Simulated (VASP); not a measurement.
# Se (P3_121) in VASP: notebook, part 2 of 2

VASP 6.6.1. The steps go on from the part before.

### 5 Equation of state, PBEsol, 27.81 Å³/atom (volume scaled by 1.02)

Contents of INCAR:

```
ALGO = Normal
EDIFF = 1E-7
ENCUT = 520
GGA = PS
ISIF = 2
ISMEAR = -1
LASPH = True
LCHARG = False
LREAL = False
LWAVE = False
NBANDS = 16
NELM = 100
PREC = Accurate
SIGMA = 0.05
```

Contents of KPOINTS:

```
k-points
0
Gamma
  7 7 6
```

Contents of POSCAR:

```
Se
1.0
    4.3951160745      0.0000000000      0.0000000000
   -2.1975580372      3.8062821731      0.0000000000
    0.0000000000      0.0000000000      4.9864062541
Se
3
Direct
    0.7746000000      0.7746000000      0.0000000000
    0.0000000000      0.2254000000      0.6666666667
    0.2254000000      0.0000000000      0.3333333333
```

Launch:

```sh
> cat potpaw_PBE.64/Se/POTCAR > POTCAR
> mpirun -np 1 vasp_std > vasp.out
```

It took 40 s on 1 thread of Intel Xeon Platinum 8259CL at 2.50GHz (Skylake/Cascade Lake), shared host; peak memory 0.22 GiB.

It converged, with:

```yaml
Free_energy: -11.4842 eV
Pressure: -0.7 GPa
Largest_force: 0.128 eV/Å
Band_gap_on_the_k_mesh: 1.15 eV, indirect (least direct gap 1.41 eV)
```

Caveat: the PAW data sets were made with another functional, which shifts forces and pressure a little; an odd mesh through Γ misses points on the zone boundary, where band edges often lie.

### 6 Equation of state, PBEsol, 28.35 Å³/atom (volume scaled by 1.04)

INCAR is that of step 5.

KPOINTS is that of step 5.

Contents of POSCAR:

```
Se
1.0
    4.4236565890      0.0000000000      0.0000000000
   -2.2118282945      3.8309989837      0.0000000000
    0.0000000000      0.0000000000      5.0187864228
Se
3
Direct
    0.7746000000      0.7746000000      0.0000000000
    0.0000000000      0.2254000000      0.6666666667
    0.2254000000      0.0000000000      0.3333333333
```

Potentials or basis: VASP PAW PBE potentials, release 64 (Se).

Launch:

```sh
> cat potpaw_PBE.64/Se/POTCAR > POTCAR
> mpirun -np 1 vasp_std > vasp.out
```

Run time: 37 s. Hardware: 1 thread of Intel Xeon Platinum 8259CL at 2.50GHz (Skylake/Cascade Lake), shared host; peak memory 0.23 GiB.

Results (log left out):

```
Free energy            : -11.4715 eV
Pressure               : -1.7 GPa
Largest force          : 0.063 eV/Å
Band gap on the k mesh : 1.13 eV, indirect (least direct gap 1.38 eV)
```

Caveat: the PAW data sets were made with another functional, which shifts forces and pressure a little; an odd mesh through Γ misses points on the zone boundary, where band edges often lie.

### 7 Equation of state, PBEsol, 28.90 Å³/atom (volume scaled by 1.06)

INCAR is that of step 6.

KPOINTS is that of step 6.

Contents of POSCAR:

```
Se
1.0
    4.4518335053      0.0000000000      0.0000000000
   -2.2259167526      3.8554009090      0.0000000000
    0.0000000000      0.0000000000      5.0507540772
Se
3
Direct
    0.7746000000      0.7746000000      0.0000000000
    0.0000000000      0.2254000000      0.6666666667
    0.2254000000      0.0000000000      0.3333333333
```

Launch:

```sh
> cat potpaw_PBE.64/Se/POTCAR > POTCAR
> mpirun -np 1 vasp_std > vasp.out
```

Wall time 38 s (1 thread of Intel Xeon Platinum 8259CL at 2.50GHz (Skylake/Cascade Lake), shared host); peak memory 0.22 GiB.

The run converged. Its results:

- Free energy: -11.4494 eV
- Pressure: -2.6 GPa
- Largest force: 0.241 eV/Å
- Band gap on the k mesh: 1.11 eV, indirect (least direct gap 1.36 eV)

Caveat: the PAW data sets were made with another functional, which shifts forces and pressure a little; an odd mesh through Γ misses points on the zone boundary, where band edges often lie.

### 8 Equation of state, PBEsol

This step only gathers the single runs of the series.

What came out:

| Quantity | Value |
| --- | --- |
| Equilibrium volume | 27.44 Å³/atom |
| Bulk modulus at fixed shape and positions | 56 GPa |
| Pressure derivative of the bulk modulus | 4.5 |

Energy against volume, from the lowest point:
| volume (Å³/atom) | energy (meV/atom) |
| --- | --- |
| 25.625 | 23.59 |
| 26.170 | 10.99 |
| 26.716 | 3.29 |
| 27.261 | 0.00 |
| 27.806 | 0.66 |
| 28.351 | 4.87 |
| 28.896 | 12.26 |

Caveat: the cell was scaled at fixed shape and fractional positions, which overstates the stiffness of a crystal with free parameters, most of all of layers and chains; the PAW data sets were made with another functional, which shifts forces and pressure a little.

### 9 Equation of state, PBE, 25.63 Å³/atom (volume scaled by 0.94)

Contents of INCAR:

```
SYSTEM = Se
PREC     = Accurate       ! precision mode
ENCUT    = 520            ! plane-wave cutoff, eV
EDIFF    = 1E-7           ! SCF threshold, eV
ISMEAR   = -1             ! smearing method
SIGMA    = 0.05           ! smearing width, eV
LREAL    = .FALSE.        ! projectors in reciprocal space
LASPH    = .TRUE.         ! aspherical terms in the spheres
NELM     = 100            ! most SCF steps
ALGO     = Normal         ! electronic algorithm
ISIF     = 2              ! what is computed and relaxed
LWAVE    = .FALSE.        ! write WAVECAR
LCHARG   = .FALSE.        ! write CHGCAR
GGA      = PE             ! functional
NBANDS   = 16             ! bands
```

Contents of KPOINTS:

```
regular mesh
0
G
  7 7 6
  0 0 0
```

Contents of POSCAR:

```
Se
1.0
    4.2770688679      0.0000000000      0.0000000000
   -2.1385344339      3.7040502933      0.0000000000
    0.0000000000      0.0000000000      4.8524777481
Se
3
Direct
    0.7746000000      0.7746000000      0.0000000000
    0.0000000000      0.2254000000      0.6666666667
    0.2254000000      0.0000000000      0.3333333333
```

Potentials or basis: VASP PAW PBE potentials, release 64 (Se).

Launch:

```sh
> cat potpaw_PBE.64/Se/POTCAR > POTCAR
> mpirun -np 1 vasp_std > vasp.out
```

Run time: 34 s. Hardware: 1 thread of Intel Xeon Platinum 8488C (Sapphire Rapids), shared host; peak memory 0.19 GiB.

The run converged. Its results:

```yaml
Free_energy: -10.3169 eV
Pressure: 7.3 GPa
Largest_force: 1.144 eV/Å
Band_gap_on_the_k_mesh: 1.15 eV, indirect (least direct gap 1.55 eV)
```

Caveat: an odd mesh through Γ misses points on the zone boundary, where band edges often lie; forces of over 1 eV/Å show positions far from the minimum, so gaps and moduli don't describe the material at rest.

### 10 Equation of state, PBE, 26.17 Å³/atom (volume scaled by 0.96)

Contents of INCAR:

```
SYSTEM = Se
ALGO = Normal
EDIFF = 1E-7
ENCUT = 520
GGA = PE
ISIF = 2
ISMEAR = -1
LASPH = .True.
LCHARG = .False.
LREAL = .False.
LWAVE = .False.
NBANDS = 16
NELM = 80
PREC = Accurate
SIGMA = 0.05
```

Contents of KPOINTS:

```
k-points
0
Gamma
  7 7 6
  0 0 0
```

Contents of POSCAR:

```
Se
1.0
    4.3071900636      0.0000000000      0.0000000000
   -2.1535950318      3.7301360140      0.0000000000
    0.0000000000      0.0000000000      4.8866512526
Se
3
Direct
    0.7746000000      0.7746000000      0.0000000000
    0.0000000000      0.2254000000      0.6666666667
    0.2254000000      0.0000000000      0.3333333333
```

Launch:

```sh
> cat potpaw_PBE.64/Se/POTCAR > POTCAR
> mpirun -np 1 vasp_std > vasp.out
```

Run time: 33 s. Hardware: 1 thread of Intel Xeon Platinum 8488C (Sapphire Rapids), shared host; peak memory 0.19 GiB.

It converged, with:

| Item | Value |
| --- | --- |
| Free energy | -10.3831 eV |
| Pressure | 5.7 GPa |
| Largest force | 0.890 eV/Å |
| Band gap on the k mesh | 1.18 eV, indirect (least direct gap 1.52 eV) |

Caveat: an odd mesh through Γ misses points on the zone boundary, where band edges often lie.

### 11 Equation of state, PBE, 26.72 Å³/atom (volume scaled by 0.98)

Contents of INCAR:

```
SYSTEM = Se
PREC = Accurate
ENCUT = 520
EDIFF = 1E-7
ISMEAR = -1
SIGMA = 0.05
LREAL = .FALSE.
LASPH = .TRUE.
NELM = 100
ALGO = Normal
ISIF = 2
LWAVE = .FALSE.
LCHARG = .FALSE.
GGA = PE
NBANDS = 16
```

Contents of KPOINTS:

```
Automatic mesh
0
G
  7 7 6
  0 0 0
```

Contents of POSCAR:

```
Se
1.0
    4.3368957613      0.0000000000      0.0000000000
   -2.1684478807      3.7558619029      0.0000000000
    0.0000000000      0.0000000000      4.9203533607
Se
3
Direct
    0.7746000000      0.7746000000      0.0000000000
    0.0000000000      0.2254000000      0.6666666667
    0.2254000000      0.0000000000      0.3333333333
```

Launch:

```sh
> cat potpaw_PBE.64/Se/POTCAR > POTCAR
> mpirun -np 1 vasp_std > vasp.out
```

Run time: 35 s. Hardware: 1 thread of Intel Xeon Platinum 8488C (Sapphire Rapids), shared host; peak memory 0.2 GiB.

It converged, with:

* Free energy: -10.4336 eV
* Pressure: 4.2 GPa
* Largest force: 0.654 eV/Å
* Band gap on the k mesh: 1.20 eV, indirect (least direct gap 1.50 eV)

Caveat: an odd mesh through Γ misses points on the zone boundary, where band edges often lie.

### 12 Equation of state, PBE, 27.81 Å³/atom (volume scaled by 1.02)

INCAR: that of step 11 with these lines changed.

```diff
@@ -8,3 +8,3 @@
 LASPH = .TRUE.
-NELM = 100
+NELM = 80
 ALGO = Normal
```

KPOINTS is that of step 11.

Contents of POSCAR:

```
Se
1.0
    4.3951160745      0.0000000000      0.0000000000
   -2.1975580372      3.8062821731      0.0000000000
    0.0000000000      0.0000000000      4.9864062541
Se
3
Direct
    0.7746000000      0.7746000000      0.0000000000
    0.0000000000      0.2254000000      0.6666666667
    0.2254000000      0.0000000000      0.3333333333
```

Potentials or basis: VASP PAW PBE potentials, release 64 (Se).

Launch:

```sh
> cat potpaw_PBE.64/Se/POTCAR > POTCAR
> mpirun -np 1 vasp_std > vasp.out
```

Wall time 43 s (1 thread of Intel Xeon Platinum 8488C (Sapphire Rapids), shared host); peak memory 0.22 GiB.

The run converged. Its results:

- Free energy: -10.4935 eV
- Pressure: 1.7 GPa
- Largest force: 0.229 eV/Å
- Band gap on the k mesh: 1.20 eV, indirect (least direct gap 1.45 eV)

Caveat: an odd mesh through Γ misses points on the zone boundary, where band edges often lie.

### 13 Equation of state, PBE, 28.35 Å³/atom (volume scaled by 1.04)

Contents of INCAR:

```
SYSTEM = Se
PREC     = Accurate       ! precision mode
ENCUT    = 520            ! plane-wave cutoff, eV
EDIFF    = 1E-7           ! SCF threshold, eV
ISMEAR   = -1             ! smearing method
SIGMA    = 0.05           ! smearing width, eV
LREAL    = .False.        ! projectors in reciprocal space
LASPH    = .True.         ! aspherical terms in the spheres
NELM     = 100            ! most SCF steps
ALGO     = Normal         ! electronic algorithm
ISIF     = 2              ! what is computed and relaxed
LWAVE    = .False.        ! write WAVECAR
LCHARG   = .False.        ! write CHGCAR
GGA      = PE             ! functional
NBANDS   = 16             ! bands
```

Contents of KPOINTS:

```
regular mesh
0
Gamma
  7 7 6
  0 0 0
```

Contents of POSCAR:

```
Se
1.0
    4.4236565890      0.0000000000      0.0000000000
   -2.2118282945      3.8309989837      0.0000000000
    0.0000000000      0.0000000000      5.0187864228
Se
3
Direct
    0.7746000000      0.7746000000      0.0000000000
    0.0000000000      0.2254000000      0.6666666667
    0.2254000000      0.0000000000      0.3333333333
```

Launch:

```sh
> cat potpaw_PBE.64/Se/POTCAR > POTCAR
> mpirun -np 1 vasp_std > vasp.out
```

It took 45 s on 1 thread of Intel Xeon Platinum 8488C (Sapphire Rapids), shared host; peak memory 0.22 GiB.

It converged, with:

- Free energy: -10.5056 eV
- Pressure: 0.7 GPa
- Largest force: 0.038 eV/Å
- Band gap on the k mesh: 1.18 eV, indirect (least direct gap 1.42 eV)

Caveat: an odd mesh through Γ misses points on the zone boundary, where band edges often lie.

### 14 Equation of state, PBE, 28.90 Å³/atom (volume scaled by 1.06)

Contents of INCAR:

```
SYSTEM = Se
ALGO = Normal ; EDIFF = 1E-7
ENCUT = 520 ; GGA = PE
ISIF = 2 ; ISMEAR = -1
LASPH = .True. ; LCHARG = .False.
LREAL = .False. ; LWAVE = .False.
NBANDS = 16 ; NELM = 100
PREC = Accurate ; SIGMA = 0.05
```

Contents of KPOINTS:

```
k-points
0
Gamma
  7 7 6
  0 0 0
```

Contents of POSCAR:

```
Se
1.0
    4.4518335053      0.0000000000      0.0000000000
   -2.2259167526      3.8554009090      0.0000000000
    0.0000000000      0.0000000000      5.0507540772
Se
3
Direct
    0.7746000000      0.7746000000      0.0000000000
    0.0000000000      0.2254000000      0.6666666667
    0.2254000000      0.0000000000      0.3333333333
```

Launch:

```sh
> cat potpaw_PBE.64/Se/POTCAR > POTCAR
> mpirun -np 1 vasp_std > vasp.out
```

It took 48 s on 1 thread of Intel Xeon Platinum 8488C (Sapphire Rapids), shared host; peak memory 0.22 GiB.

The run converged. Its results:

```
Free energy            : -10.5073 eV
Pressure               : -0.3 GPa
Largest force          : 0.140 eV/Å
Band gap on the k mesh : 1.15 eV, indirect (least direct gap 1.40 eV)
```

Caveat: an odd mesh through Γ misses points on the zone boundary, where band edges often lie.

### 15 Equation of state, PBE

Potentials or basis: VASP PAW PBE potentials, release 64 (Se).

No new run: the results of the series are fitted here.

What came out:

| Quantity | Value |
| --- | --- |
| Equilibrium volume | 28.72 Å³/atom |
| Bulk modulus at fixed shape and positions | 50 GPa |
| Pressure derivative of the bulk modulus | 4.4 |

Energy against volume, from the lowest point:
```
volume (Å³/atom)  energy (meV/atom)
          25.625              63.49
          26.170              41.41
          26.716              24.57
          27.261              12.46
          27.806               4.60
          28.351               0.57
          28.896               0.00
```

Caveat: the cell was scaled at fixed shape and fractional positions, which overstates the stiffness of a crystal with free parameters, most of all of layers and chains.
